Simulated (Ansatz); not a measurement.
CdTe: experiment and calculation

**Experimental background.**

From “Electronic structure, structural and optical properties of thermally evaporated CdTe thin films”, 2006, arxiv:cond-mat/0608141, for a bulk crystal of CdTe: lattice constant a 6.482 Å.

“Photoluminescence characteristics of Cd1-xMnxTe single crystals grown by the vertical Bridgman method”, 2012, pmc:3275455 reports, for a bulk crystal of CdTe at 0 K: band gap 1.592 eV (an exciton energy, a little under the gap).

How close the calculation comes is told below.

Theory: DFT PBE, scalar-relativistic, plane waves, PAW in Ansatz 0.2.0.

Plane waves to 420 eV, a k mesh through Γ of 10×10×10 on the computed 2-atom cell and Gaussian smearing (0.02 eV); no spin polarisation.

Relaxed structure, symmetry kept:

```xyz
2
Lattice="0.0000 3.3087 3.3087 3.3087 0.0000 3.3087 3.3087 3.3087 0.0000" Properties=species:S:1:pos:R:3 pbc="T T T"
Cd    0.0000    0.0000    0.0000
Te    1.6543    1.6543    1.6543
```

| Item | Value |
| --- | --- |
| Space group | F-43m (No. 216) |
| Volume per atom | 36.22 Å³ |
| Formation energy from the elements' standard states (uncorrected) | -0.464 eV/atom |
| Kohn–Sham band gap | 0.59 eV |
| Löwdin character of the top 1 eV of the valence band | Te 5p 92 %, unprojected 4 % |
| Löwdin character of the lowest 1 eV of the conduction band | Cd 5s 52 %, Te 5p 29 %, Te 5s 15 % |
| Bader charges (e) | Cd (1 in the cell) 0.53, Te (1 in the cell) -0.53 |

Spin-orbit coupling is left out, which matters for the bands of heavy elements.

Measured lattice constant a of CdTe: 6.482 Å (quoted in the paper above). This calculation gives 6.617 Å (+2.1 %). 2 values of this kind are on record in papers (6.482 to 6.486 Å); this one was drawn at random among those near their median. The calculation is for 0 K without zero-point motion. A measured band gap of CdTe is 1.592 eV (an exciton energy, a little under the gap; 0 K; the paper above); the calculated 0.59 eV misses it by -1.01 eV. So large a miss may mean another phase, state or a wrong row. Kohn–Sham gaps of semilocal functionals fall short of measured ones as a rule; spin-orbit coupling, left out here, would usually lower the calculated gap of a compound with heavy elements.